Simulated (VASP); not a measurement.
# MoH5 (P-62m) in VASP: a series of runs

The runs below take MoH5 through single point, relaxation of cell and atoms, with PBE.

All numbers are computed with VASP 6.6.1; they aren't measurements. Logs are shortened: lines on timing, memory, paths and dates and some standing lists are left out, and cuts for length are marked.

**1. The cell of the first run**

Symmetry: P-62m, No. 189, hexagonal system. Conventional cell: a = 3.437 Å, b = 3.437 Å, c = 3.115 Å, α = 90.00°, β = 90.00°, γ = 120.00°. H (site symmetry m2m) is surrounded by 6 H at 1.74 to 1.98 Å and 2 Mo at 1.85 Å. H (site symmetry -6) is surrounded by 9 H at 1.98 Å and 3 Mo at 1.98 Å. Mo (site symmetry -62m) is surrounded by 12 H at 1.85 to 1.98 Å.

The cell was built by a generator and needn't be a form met in nature.

**2. Single point, PBE (species swapped into the YMg5 type (P-62m, No. 189))**

The input, INCAR:

```
PREC     = Accurate       # precision mode
ENCUT    = 520            # plane-wave cutoff, eV
EDIFF    = 1E-7           # SCF threshold, eV
ISMEAR   = 0              # smearing method
SIGMA    = 0.1            # smearing width, eV
LREAL    = F              # projectors in reciprocal space
LASPH    = T              # aspherical terms in the spheres
NELM     = 60             # most SCF steps
ALGO     = Normal         # electronic algorithm
ISIF     = 2              # what is computed and relaxed
LWAVE    = F              # write WAVECAR
LCHARG   = T              # write CHGCAR
GGA      = PE             # functional
LELF     = T              # ELF
LVHAR    = T            
NBANDS   = 18             # bands
```

The input, KPOINTS:

```
regular mesh
0
Gamma
  12 12 12
```

The input, POSCAR:

```
MoH5
1.0
    3.4372519270      0.0000000000      0.0000000000
   -1.7186259635      2.9767474880      0.0000000000
    0.0000000000      0.0000000000      3.1146493019
H Mo
5 1
Direct
    0.0000000000      0.7082978368      0.0000000000
    0.7082978368      0.0000000000      0.0000000000
    0.2917021632      0.2917021632      0.0000000000
    0.6666666667      0.3333333333      0.5000000000
    0.3333333333      0.6666666667      0.5000000000
    0.0000000000      0.0000000000      0.5000000000
```

Potentials or basis: VASP PAW PBE potentials, release 64 (H, Mo_sv).

Command:

```
cat potpaw_PBE.64/H/POTCAR potpaw_PBE.64/Mo_sv/POTCAR > POTCAR
mpirun -np 1 vasp_std > vasp.out
```

OUTCAR:

```text
PREC = Accurate
   ENCUT = 520
   EDIFF = 1E-7
   ISMEAR = 0
   LREAL = F
   LASPH = T
   NELM = 60
   ISIF = 2
   GGA = PE

 ion  position               nearest neighbor table
   1  0.000  0.708  0.000-   6 1.85   6 1.85
   2  0.708  0.000  0.000-   6 1.85   6 1.85
   3  0.292  0.292  0.000-   6 1.85   6 1.85
   4  0.667  0.333  0.500-   6 1.98   6 1.98   6 1.98
   5  0.333  0.667  0.500-   6 1.98   6 1.98   6 1.98
   6  0.000  0.000  0.500-   2 1.85   2 1.85   3 1.85   1 1.85   1 1.85   3 1.85   5 1.98   4 1.98
                             4 1.98   5 1.98   4 1.98   5 1.98

  LATTYP: Found a hexagonal cell.
 ALAT       =     3.4372519270
 C/A-ratio  =     0.9061451904

  Lattice vectors:

 A1 = (   3.4372519270,   0.0000000000,   0.0000000000)
 A2 = (  -1.7186259635,   2.9767474880,   0.0000000000)
 A3 = (   0.0000000000,   0.0000000000,   3.1146493019)

Analysis of symmetry for initial positions (statically):
=====================================================================
 Subroutine PRICEL returns:
 Original cell was already a primitive cell.

 Routine SETGRP: Setting up the symmetry group for a
 hexagonal supercell.

 Subroutine GETGRP returns: Found 12 space group operations
 (whereof 12 operations were pure point group operations)
 out of a pool of 24 trial point group operations.

The static configuration has the point symmetry D_3h.

Analysis of symmetry for dynamics (positions and initial velocities):
=====================================================================
 Subroutine PRICEL returns:
 Original cell was already a primitive cell.

 Routine SETGRP: Setting up the symmetry group for a
 hexagonal supercell.

 Subroutine GETGRP returns: Found 12 space group operations
 (whereof 12 operations were pure point group operations)
 out of a pool of 24 trial point group operations.

The dynamic configuration has the point symmetry D_3h.

 Subroutine INISYM returns: Found 12 space group operations
 (whereof 12 operations are pure point group operations),
 and found     1 'primitive' translations

----------------------------------------------------------------------------------------

                                     Primitive cell

  volume of cell :      31.8686

  direct lattice vectors                    reciprocal lattice vectors
     3.437251927  0.000000000  0.000000000     0.290930086  0.167968564  0.000000000
    -1.718625964  2.976747488  0.000000000     0.000000000  0.335937127  0.000000000
     0.000000000  0.000000000  3.114649302     0.000000000  0.000000000  0.321063434

  length of vectors
     3.437251927  3.437251927  3.114649302     0.335937127  0.335937127  0.321063434

  position of ions in fractional coordinates (direct lattice)
     0.000000000  0.708297837  0.000000000
     0.708297837  0.000000000  0.000000000
     0.291702163  0.291702163  0.000000000
     0.666666667  0.333333333  0.500000000
     0.333333333  0.666666667  0.500000000
     0.000000000  0.000000000  0.500000000

  ion indices of the primitive-cell ions
   primitive index   ion index
                 1           1
                 2           2
                 3           3
                 4           4
                 5           5
                 6           6

----------------------------------------------------------------------------------------

 KPOINTS: regular mesh

Automatic generation of k-mesh.
 Grid dimensions read from file:
 generate k-points for:   12   12   12

 Generating k-lattice:

  Cartesian coordinates                     Fractional coordinates (reciprocal lattice)
     0.024244174  0.013997380  0.000000000     0.083333333  0.000000000  0.000000000
     0.000000000  0.027994761  0.000000000     0.000000000  0.083333333  0.000000000
     0.000000000  0.000000000  0.026755286     0.000000000  0.000000000  0.083333333

  Length of vectors
     0.027994761  0.027994761  0.026755286

  Shift w.r.t. Gamma in fractional coordinates (k-lattice)
     0.000000000  0.000000000  0.000000000

 Subroutine IBZKPT returns following result:
 ===========================================

 Found    133 irreducible k-points:

 Following reciprocal coordinates:
            Coordinates               Weight
  0.000000  0.000000  0.000000      1.000000
  0.083333 -0.000000  0.000000      6.000000
  0.166667  0.000000  0.000000      6.000000
  0.250000  0.000000  0.000000      6.000000
  0.333333  0.000000  0.000000      6.000000
  0.416667  0.000000  0.000000      6.000000
[... 16 lines left out ...]
  0.250000  0.000000  0.083333     12.000000
  0.333333  0.000000  0.083333     12.000000
 [... further k-points ...]
   k-points           NKPTS =    133   k-points in BZ     NKDIM =    133   number of bands    NBANDS=     18
   number of dos      NEDOS =    301   number of ions     NIONS =      6
   total plane-waves  NPLWV =  18816
   dimension x,y,z NGX =    28 NGY =   28 NGZ =   24
   dimension x,y,z NGXF=    56 NGYF=   56 NGZF=   48
[... 38 lines left out ...]
   GGA     = PE    functional components
   LHFCALC =     F    Hartree Fock is set to
   AEXX    =    0.0000 exact exchange contribution
   IVDW    =     0    specifies the selected vdW correction
   LEPSILON=     F    determine dielectric tensor
   LRPA    =     F    only Hartree local field effects (RPA)
 non-spin polarized calculation
 Gauss-broadening in eV      SIGMA  =   0.10
  energy-cutoff  :      520.00
  volume of cell :       31.87
 maximum number of plane-waves:       873
 NGX is ok and might be reduce to    28
   NGX = 13   NGY = 13   NGZ = 11

 number of electron      19.0000003 magnetization

 Free energy of the ion-electron system (eV)
  ---------------------------------------------------
  ext. energy  EPLUGINS =         0.00000000
  ---------------------------------------------------
  free energy    TOTEN  =       -26.01317788 eV

  energy without entropy =      -26.00723753  energy(sigma->0) =      -26.01020770

 E-fermi :   7.2861     XC(G=0): -11.7774

 val. band max:        7.2846543782   @ k =   0.2500   0.1667   0.0000
 cond. band min:       7.3011213714   @ k =   0.3333   0.1667   0.0833
 fundamental gap:      0.0164669932
 Fermi energy:         7.2860508220

 k-point     1 :       0.0000    0.0000    0.0000
  band No.  band energies     occupation
      1     -54.2136      2.00000
      2     -28.2546      2.00000
      3     -28.2427      2.00000
      4     -28.2427      2.00000
      5      -5.0228      2.00000
      6       0.2332      2.00000
[... 10 lines left out ...]
     17      19.9192      0.00000
     18      22.7031      0.00000

 k-point     2 :       0.0833   -0.0000    0.0000
  band No.  band energies     occupation
      1     -54.2126      2.00000
      2     -28.2562      2.00000
      3     -28.2535      2.00000
      4     -28.2456      2.00000
      5      -4.8933      2.00000
      6       0.2882      2.00000
[... 10 lines left out ...]
     17      19.8921      0.00000
     18      22.9268      0.00000

 k-point     3 :       0.1667    0.0000    0.0000
  band No.  band energies     occupation
      1     -54.2099      2.00000
      2     -28.2928      2.00000
      3     -28.2533      2.00000
      4     -28.2505      2.00000
      5      -4.5159      2.00000
      6       0.4268      2.00000
[... 10 lines left out ...]
     17      20.1273      0.00000
     18      23.2887      0.00000

 k-point     4 :       0.2500    0.0000    0.0000
  band No.  band energies     occupation
      1     -54.2061      2.00000
      2     -28.3424      2.00000
      3     -28.2640      2.00000
      4     -28.2464      2.00000
      5      -3.9240      2.00000
      6       0.5660      2.00000
[... 375 lines left out ...]
      4     -28.2507      2.00000
      5      -4.3849      2.00000
      6       0.4772      2.00000
[... 10 lines left out ...]
     17      19.9518      0.00000
     18      23.4385      0.00000

 k-point    23 :       0.2500    0.0000    0.0833
  band No.  band energies     occupation
      1     -54.2042      2.00000
      2     -28.3394      2.00000
      3     -28.2730      2.00000
      4     -28.2612      2.00000
      5      -3.7956      2.00000
      6       0.6400      2.00000
[... 10 lines left out ...]
     17      20.6066      0.00000
     18      22.8781      0.00000

 k-point    24 :       0.3333    0.0000    0.0833
  band No.  band energies     occupation
      1     -54.2004      2.00000
      2     -28.3883      2.00000
      3     -28.2718      2.00000
      4     -28.2687      2.00000
      5      -3.0499      2.00000
      6       0.6006      2.00000
[... 10 lines left out ...]
     17      20.9959      0.00000
     18      22.8019      0.00000

 [... further k-points ...]

------------------------ aborting loop because EDIFF is reached ----------------------------------------

  FORCE on cell =-STRESS in cart. coord.  units (eV):
  Direction    XX          YY          ZZ          XY          YZ          ZX
  --------------------------------------------------------------------------------------
  -------------------------------------------------------------------------------------
  Total       -0.0081096     -0.0081096      0.0022743      0.0000000      0.0000000      0.0000000
  in kB       -0.4077042     -0.4077042      0.1143378      0.0000000      0.0000000      0.0000000
  external PRESSURE =      -0.2336902 kB  Pullay stress =       0.0000000 kB

 VOLUME and BASIS-vectors are now :
 -----------------------------------------------------------------------------
  energy-cutoff  :      520.00
  volume of cell :       31.87
      direct lattice vectors                 reciprocal lattice vectors
     3.437251927  0.000000000  0.000000000     0.290930086  0.167968564  0.000000000
    -1.718625964  2.976747488  0.000000000     0.000000000  0.335937127  0.000000000
     0.000000000  0.000000000  3.114649302     0.000000000  0.000000000  0.321063434

 POSITION                                       TOTAL-FORCE (eV/Angst)
 -----------------------------------------------------------------------------------
     -1.21730      2.10842      0.00000         0.001938     -0.003357     -0.000000
      2.43460      0.00000      0.00000        -0.003876     -0.000000      0.000000
      0.50133      0.86832      0.00000         0.001938      0.003357      0.000000
      1.71863      0.99225      1.55732        -0.000000     -0.000000      0.000000
     -0.00000      1.98450      1.55732        -0.000000     -0.000000      0.000000
      0.00000      0.00000      1.55732        -0.000000      0.000000      0.000000
 -----------------------------------------------------------------------------------
    total drift:                                0.000000      0.000000      0.000000

  FREE ENERGIE OF THE ION-ELECTRON SYSTEM (eV)
  ---------------------------------------------------
  free  energy   TOTEN  =       -26.0131778770 eV

  energy  without entropy=      -26.0072375302  energy(sigma->0) =      -26.01020770
```

Run time: 38 s. Hardware: 1 thread of AMD EPYC 9R45 (Zen 5), shared host; peak memory 0.17 GiB.

Results:

```
Free energy            : -26.0132 eV
Pressure               : 0.0 GPa
Largest force          : 0.004 eV/Å
Band gap on the k mesh : none (metal or under the smearing width)
```

Forces on the atoms (eV/Å):
```
H    0.002 -0.003  0.000
H   -0.004  0.000  0.000
H    0.002  0.003  0.000
H    0.000  0.000  0.000
H    0.000  0.000  0.000
Mo   0.000  0.000  0.000
```

Levels at points of the mesh, in eV from the Fermi level:
| k point | band 8 | band 9 | band 10 | band 11 | band 12 | band 13 |
| --- | --- | --- | --- | --- | --- | --- |
| (0.00, 0.00, 0.00) | -2.90 | -0.38 | 0.38 | 0.38 | 2.33 | 2.33 |
| (0.50, 0.00, 0.00) | -0.99 | -0.29 | -0.07 | 0.11 | 1.53 | 1.60 |
| (0.00, 0.00, 0.50) | -3.74 | -1.67 | -1.67 | 0.31 | 2.40 | 6.03 |
| (0.50, 0.00, 0.50) | -5.01 | -4.51 | 0.63 | 1.20 | 4.51 | 4.93 |

**3. Relaxation of cell and atoms, PBE (species swapped into the YMg5 type (P-62m, No. 189))**

The input, INCAR:

```
SYSTEM = MoH5
ALGO = Fast
EDIFF = 1E-6
EDIFFG = -0.01
ENCUT = 600
GGA = PE
IBRION = 2
ISIF = 3
ISMEAR = 0
LASPH = .TRUE.
LCHARG = .FALSE.
LREAL = .FALSE.
LWAVE = .FALSE.
NELM = 100
NSW = 100
PREC = Accurate
SIGMA = 0.1
```

The input, KPOINTS:

```
k-points
0
G
  12 12 12
  0 0 0
```

The input, POSCAR:

```
MoH5
1.0
    3.4334137041      0.0000000000      0.0000000000
   -1.7167068520      2.9734234894      0.0000000000
    0.0000000000      0.0000000000      3.1114964716
H Mo
5 1
Direct
    0.0000000000      0.7052682679      0.0000000000
    0.7052682679      0.0000000000      0.0000000000
    0.2947317321      0.2947317321      0.0000000000
    0.6666666667      0.3333333333      0.5000000000
    0.3333333333      0.6666666667      0.5000000000
    0.0000000000      0.0000000000      0.5000000000
```

Potentials or basis: VASP PAW PBE potentials, release 64 (H, Mo_sv).

Command:

```
cat potpaw_PBE.64/H/POTCAR potpaw_PBE.64/Mo_sv/POTCAR > POTCAR
mpirun -np 1 vasp_std > vasp.out
```

Wall time 85 s (1 thread of AMD EPYC 9R45 (Zen 5), shared host); peak memory 0.18 GiB.

Results (log left out):

```
Free energy                            : -26.0154 eV
Relaxed volume                         : 5.32 Å³/atom
Relaxed cell                           : a = 3.439 Å, b = 3.439 Å, c = 3.114 Å, α = 90.00°, β = 90.00°, γ = 120.00°
Space group after relaxing (to 0.05 Å) : P-62m (No. 189)
Energy gained by relaxing              : 0.2 meV/atom
Ionic steps                            : 4
Pressure after relaxing                : -0.1 GPa
Band gap on the k mesh                 : none (metal or under the smearing width)
```

Stress tensor (GPa, compression positive):
```
-0.13  0.00  0.00
 0.00 -0.13  0.00
 0.00  0.00  0.09
```

The path:
```csv
step,energy change (eV),largest force (eV/Å),pressure (GPa),volume (Å³)
1,0.0000,0.0635,0.07,31.77
2,-0.0005,0.0398,0.25,31.78
3,-0.0008,0.0002,0.50,31.79
4,-0.0010,0.0018,-0.06,31.90
```

Final structure:
```xyz
6
Lattice="3.4392 0.0000 0.0000 -1.7196 2.9784 0.0000 0.0000 0.0000 3.1142" Properties=species:S:1:pos:R:3 pbc="T T T"
H    -1.2179    2.1095    0.0000
H     2.4358    0.0000    3.1142
H     0.5017    0.8690    3.1142
H     1.7196    0.9928    1.5571
H     0.0000    1.9856    1.5571
Mo    1.7196    2.9784    1.5571
```

Levels at points of the mesh, in eV from the Fermi level:
```csv
k point,band 7,band 8,band 9,band 10,band 11,band 12
"(0.00, 0.00, 0.00)",-2.90,-2.90,-0.38,0.38,0.38,2.33
"(0.50, 0.00, 0.00)",-6.64,-0.99,-0.30,-0.08,0.11,1.52
"(0.00, 0.00, 0.50)",-3.74,-3.74,-1.67,-1.67,0.31,2.40
"(0.50, 0.00, 0.50)",-5.20,-5.00,-4.51,0.63,1.20,4.51
```

**4. Single point, PBE (species swapped into the YMg5 type (P-62m, No. 189))**

The input, INCAR:

```
ALGO = Normal
EDIFF = 1E-6
ENCUT = 520
GGA = PE
ISIF = 2
ISMEAR = 0
LASPH = True
LCHARG = False
LREAL = False
LWAVE = False
NBANDS = 18
NELM = 100
PREC = Accurate
SIGMA = 0.1
```

The input, KPOINTS:

```
k-points
0
Gamma
  6 6 4
```

The input, POSCAR:

```
MoH5
1.0
    4.5983792800      0.0000000000      0.0000000000
   -2.2991896400      3.9823132700      0.0000000000
    0.0000000000      0.0000000000      4.1320772500
H Mo
5 1
Direct
    0.0000000000      0.6383360000      0.0000000000
    0.6383360000      0.0000000000      0.0000000000
    0.3616640000      0.3616640000      0.0000000000
    0.6666666700      0.3333333300      0.5000000000
    0.3333333300      0.6666666700      0.5000000000
    0.0000000000      0.0000000000      0.5000000000
```

Command:

```
cat potpaw_PBE.64/H/POTCAR potpaw_PBE.64/Mo_sv/POTCAR > POTCAR
mpirun -np 1 vasp_std > vasp.out
```

Run time: 16 s. Hardware: 1 thread of AMD EPYC 9R45 (Zen 5), shared host; peak memory 0.16 GiB.

It converged, with:

```yaml
Free_energy: -17.1914 eV
Pressure: -26.8 GPa
Largest_force: 1.386 eV/Å
Band_gap_on_the_k_mesh: none (metal or under the smearing width)
```

Forces on the atoms (eV/Å):
```
H   -0.693  1.200  0.000
H    1.386  0.000  0.000
H   -0.693 -1.200  0.000
H    0.000  0.000  0.000
H    0.000  0.000  0.000
Mo   0.000  0.000  0.000
```

Stress tensor (GPa, compression positive):
```
-25.37   0.00   0.00
  0.00 -25.37   0.00
  0.00   0.00 -29.68
```

Levels at points of the mesh, in eV from the Fermi level:
```tsv
k point	band 7	band 8	band 9	band 10	band 11	band 12	band 13	band 14
(0.00, 0.00, 0.00)	-0.99	-0.99	0.07	0.07	0.17	1.25	1.25	2.24
(0.50, 0.00, 0.00)	-2.08	-0.18	-0.06	-0.05	0.02	0.33	0.91	2.54
(0.00, 0.00, 0.50)	-1.09	-1.09	-0.39	-0.39	0.39	0.68	2.02	2.02
(0.50, 0.00, 0.50)	-2.52	-2.03	-1.43	0.09	0.26	1.47	1.52	1.85
```

Caveat: the k mesh is coarse (spacing up to 0.38 Å⁻¹), so the values aren't converged; so large a pressure means that the cell lies far from this level's equilibrium, or that cutoff or potentials fall short; forces of over 1 eV/Å show positions far from the minimum, so gaps and moduli don't describe the material at rest.

**5. Summary**

```tsv
task	cell	k mesh	cutoff (eV)	mesh quality	gap on the mesh (eV)	pressure (GPa)
single point	species swapped into the YMg5 type (P-62m, No. 189)	12 × 12 × 12	520	not flagged	none	0.0
relaxation of cell and atoms	relaxed from: species swapped into the YMg5 type (P-62m, No. 189)	12 × 12 × 12	600	not flagged	none	-0.1
single point	species swapped into the YMg5 type (P-62m, No. 189)	6 × 6 × 4	520	coarse	none	-26.8
```

Alike in all rows: level PBE; potentials or basis VASP PAW PBE potentials, release 64 (H, Mo_sv); no spin polarisation; smearing gaussian 0.1 eV.

Caveats: some runs use coarse meshes; so large a pressure means that the cell lies far from this level's equilibrium, or that cutoff or potentials fall short (some runs); forces of over 1 eV/Å show positions far from the minimum, so gaps and moduli don't describe the material at rest (some runs).

Total energies depend on the potentials used, so only differences within one code and one set of settings carry meaning.
